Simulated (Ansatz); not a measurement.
Runs of Ansatz 0.2.0 on SnO2 (Cassiterite). Symmetry: P4_2/mnm, No. 136, tetragonal system. The conventional cell has a = 4.738 Å, b = 4.738 Å, c = 3.187 Å, α = 90.00°, β = 90.00°, γ = 90.00°. Sn (site symmetry mmm) is surrounded by 6 O at 2.05 to 2.06 Å. O (site symmetry m2m) has 3 Sn at 2.05 to 2.06 Å as nearest neighbours. 

```tsv
level	gap on the mesh (eV)	pressure (GPa)	relaxed volume (Å³/atom)
PBEsol	(a)	0.0	12.18
PBEsol+D3(BJ)-ATM	(b)	0.0	(c)
PBEsol+D4	1.02	0.0	12.05
PBEsol+D3(BJ)	1.06	0.0	12.02
```

Alike in all rows: task relaxation of cell and atoms; potentials or basis Ansatz PAW; no spin polarisation; cell relaxed; k mesh 6 × 6 × 8; cutoff (eV) 420; smearing fermi-dirac 0.05 eV.

**Question.** Fill in the values left out.

**Answer.** (a) 0.92; (b) 1.04; (c) 12.04.

Caveats: the plane-wave basis is chosen anew once the cell has moved, so the energies of steps on either side of that aren't comparable; spin-orbit coupling is left out, which moves the levels of the heavy elements; the PAW data sets come from PBE, with cores solved anew for the run's functional, which leaves a small shift of forces and pressure.

A k mesh can miss the band edges, and the runs leave out spin-orbit coupling on Sn.
